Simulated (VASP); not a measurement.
**Mg2Ge: single point with PBE**

The system is Mg2Ge.

```
Mg Ge
1.0
     0.00000    3.18900    3.18900
     3.18900    0.00000    3.18900
     3.18900    3.18900    0.00000
Mg Ge
2 1
Direct
  0.25000 0.25000 0.25000
  0.75000 0.75000 0.75000
  0.00000 0.00000 0.00000
```

```
Program             : VASP 6.6.1
Task                : single point
Functional          : PBE
Potentials or basis : VASP PAW PBE potentials, release 64 (Mg, Ge_d)
Cutoff              : 520 eV
k mesh              : 10 × 10 × 10
Occupations         : fermi-dirac, width 0.03 eV
Spin                : no spin polarisation
```

The pressure is 0.9 GPa and the band gap on the k mesh is 0.15 eV, indirect (least direct gap 1.06 eV).

Levels at points of the mesh, in eV from the valence-band top:
```csv
k point,band 6,band 7,band 8,band 9,band 10,band 11,band 12,band 13
"(0.00, 0.00, 0.00)",-9.76,0.00,0.00,0.00,1.06,2.83,2.83,2.83
"(0.50, 0.00, 0.00)",-8.52,-4.86,-0.74,-0.74,1.02,2.76,2.76,4.85
"(0.50, 0.50, 0.00)",-8.06,-4.53,-2.01,-2.01,0.15,0.56,7.91,7.91
```

It took 26 s on 1 thread of Intel(R) Xeon(R) Platinum 8559C (Emerald Rapids), with other jobs on the host, peak memory 0.22 GiB.

A k mesh can miss the band edges. PBE gaps usually lie below the measured ones, often by a third to a half.
